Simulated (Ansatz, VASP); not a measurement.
TiC in VASP and in Ansatz

Contents of POSCAR:

```
TiC
1.0
    3.0420900000      0.0000000000      0.0000000000
   -1.5210400000      2.6345200000      0.0000000000
    0.0000000000      0.0000000000      2.6979700000
Ti C
1 1
Direct
    0.0000000000      0.0000000000      0.5000000000
    0.3333300000      0.6666700000      0.0000000000
```

Contents of INCAR.step1:

```
SYSTEM = TiC
PREC     = Accurate       ! precision mode
ENCUT    = 520            ! plane-wave cutoff, eV
EDIFF    = 1E-5           ! SCF threshold, eV
ISMEAR   = -1             ! smearing method
SIGMA    = 0.05           ! smearing width, eV
LREAL    = .False.        ! projectors in reciprocal space
LASPH    = .True.         ! aspherical terms in the spheres
NELM     = 60             ! most SCF steps
ALGO     = Normal         ! electronic algorithm
ISIF     = 2              ! what is computed and relaxed
LWAVE    = .True.         ! write WAVECAR
LCHARG   = .False.        ! write CHGCAR
LMAXMIX  = 4              ! l up to which the mixer works
NBANDS   = 15             ! bands
GGA      = PE             ! functional
```

INCAR.step2

```
SYSTEM = TiC
PREC     = Accurate       ! precision mode
ENCUT    = 520            ! plane-wave cutoff, eV
EDIFF    = 1E-7           ! SCF threshold, eV
ISMEAR   = -1             ! smearing method
SIGMA    = 0.05           ! smearing width, eV
LREAL    = .False.        ! projectors in reciprocal space
LASPH    = .True.         ! aspherical terms in the spheres
NELM     = 60             ! most SCF steps
ALGO     = Normal         ! electronic algorithm
ISIF     = 2              ! what is computed and relaxed
LWAVE    = .False.        ! write WAVECAR
LCHARG   = .False.        ! write CHGCAR
LMAXMIX  = 4              ! l up to which the mixer works
METAGGA  = R2SCAN         ! meta-GGA
LHFCALC  = .True.         ! exact exchange
AEXX     = 0.1            ! exact-exchange fraction
LMIXTAU  = .True.       
PRECFOCK = Fast         
NBANDS   = 15             ! bands
ISTART   = 1            
HFRCUT   = -1
```

KPOINTS

```
Automatic mesh
0
Gamma
  5 5 5
  0 0 0
```

File KPOINTS_OPT:

```
path GMKGALHA,LM,KH
10
line-mode
reciprocal
 0.0000000000  0.0000000000  0.0000000000  G
 0.5000000000  0.0000000000  0.0000000000  M

 0.5000000000  0.0000000000  0.0000000000  M
 0.3333333333  0.3333333333  0.0000000000  K

 0.3333333333  0.3333333333  0.0000000000  K
 0.0000000000  0.0000000000  0.0000000000  G

 0.0000000000  0.0000000000  0.0000000000  G
 0.0000000000  0.0000000000  0.5000000000  A

 0.0000000000  0.0000000000  0.5000000000  A
 0.5000000000  0.0000000000  0.5000000000  L

 0.5000000000  0.0000000000  0.5000000000  L
 0.3333333333  0.3333333333  0.5000000000  H

 0.3333333333  0.3333333333  0.5000000000  H
 0.0000000000  0.0000000000  0.5000000000  A

 0.5000000000  0.0000000000  0.5000000000  L
 0.5000000000  0.0000000000  0.0000000000  M

 0.3333333333  0.3333333333  0.0000000000  K
 0.3333333333  0.3333333333  0.5000000000  H
```

Contents of input.yaml:

```yaml
crystal:
  lattice:
    - [3.04209, 0.0, 0.0]
    - [-1.52104, 2.63452, 0.0]
    - [0.0, 0.0, 2.69797]
  atoms:
    - { symbol: Ti, position: [0.0, 0.0, 0.5] }
    - { symbol: C, position: [0.33333, 0.66667, 0.0] }
hamiltonian:
  xc: r2scanh
  pseudopotentials: { kind: paw }
kpoints:
  mp_grid: { grid: [5, 5, 5] }
scf:
  occupations: { method: fermi_dirac, width: 0.05 }
output:
  forces: true
  stress: true
  eigenvalues: true
  write_density: true
  write_potential: true
  elf: true
  volumetric_format: npy
```

The cell was built by a generator and needn't be a form met in nature.

Alike in both runs: functional r2SCANh; k mesh 5 × 5 × 5; occupations fermi-dirac, width 0.05 eV; no spin polarisation.

```csv
,VASP,Ansatz
version,VASP 6.6.1,Ansatz 0.2.0
potentials or method,"VASP PAW PBE potentials, release 64 (Ti_sv, C)",Ansatz PAW
plane-wave cutoff (eV),520,500
valence electrons in the cell,16,16
task,band structure,single point
```

Ansatz gave:

* gap on the k mesh at the Fermi level (eV): none
* pressure (GPa): -3.1
* largest component of the traceless stress (GPa): 5.76

Estimate VASP's values.

gap on the k mesh at the Fermi level (eV): none; pressure (GPa): -2.4; largest component of the traceless stress (GPa): 5.73.

A gap of «none» marks a metal or a gap that the smearing closes.

Caveats: the k mesh is coarse (spacing up to 0.48 Å⁻¹), so the values aren't converged, least of all with exact exchange; the PAW data sets were made with another functional, which shifts forces and pressure a little (VASP); the PAW data sets come from PBE, with cores solved anew for the run's functional, which leaves a small shift of forces and pressure (Ansatz); the thresholds are loose for stress (Ansatz).
